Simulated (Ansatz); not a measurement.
Exchange couplings of CoO

These are results of DFT PBE+U, scalar-relativistic, plane waves, PAW (Ansatz 0.2.0), not measurements.

```xyz
4
Lattice="2.6613 0.0000 0.0000 0.0000 2.6613 0.0000 0.0000 0.0000 5.3225" Properties=species:S:1:pos:R:3 pbc="T T T"
Co    0.0000    2.6613    5.3225
O     1.3306    1.3306    1.3306
Co    0.0000    2.6613    2.6613
O     1.3306    1.3306    3.9919
```

```json
{
 "plane-wave cutoff": "420 eV",
 "Γ-centred k-mesh": "10×10×5",
 "occupation rule": "Fermi–Dirac smearing, 0.05 eV",
 "U_eff on Löwdin-orthogonalised atomic d orbitals": "Co 3.32 eV",
 "list of starting moments (μB, in atom order)": "3 0 -3 0",
 "check for lower electronic states after the SCF": "on"
}
```

The cell is taken as given, not relaxed at this level: it stands at -2.9 GPa with forces up to 0.00 eV/Å, and couplings move with the geometry.

Converged site moments (μB): Co +2.55, Co -2.55. Site moments are spin moments in atom-centred spheres that scale with the neighbour distance. Atoms are counted from 1 in the order above. Couplings come from the magnetic force theorem on a 8×8×4 mesh, for E = −Σ J e·e over ordered pairs of unit vectors, so positive J favours parallel moments.

Task: What are the nearest couplings and the ordering temperature?

Result: The couplings:

| atom | partner | distance (Å) | J (meV) | count |
| --- | --- | --- | --- | --- |
| Co1 | Co1 | 2.66 | 0.94 | 4 |
| Co3 | Co3 | 2.66 | 0.94 | 4 |
| Co1 | Co3 | 2.66 | 0.55 | 2 |
| Co1 | Co1 | 3.76 | -1.05 | 4 |
| Co1 | Co3 | 3.76 | -0.88 | 8 |
| Co3 | Co3 | 3.76 | -1.05 | 4 |
| Co1 | Co3 | 4.61 | -5.39 | 8 |

With all couplings within the mesh's reach, farther shells too, the ordering temperature for classical moments is 340 K in mean field, which tends to overestimate it.

This CsCl-type form isn't the usual stable structure of the compound.

Cost: 1 run of about 0.78 core-minutes, on AMD EPYC 9R45 (Zen 5) (shared hosts).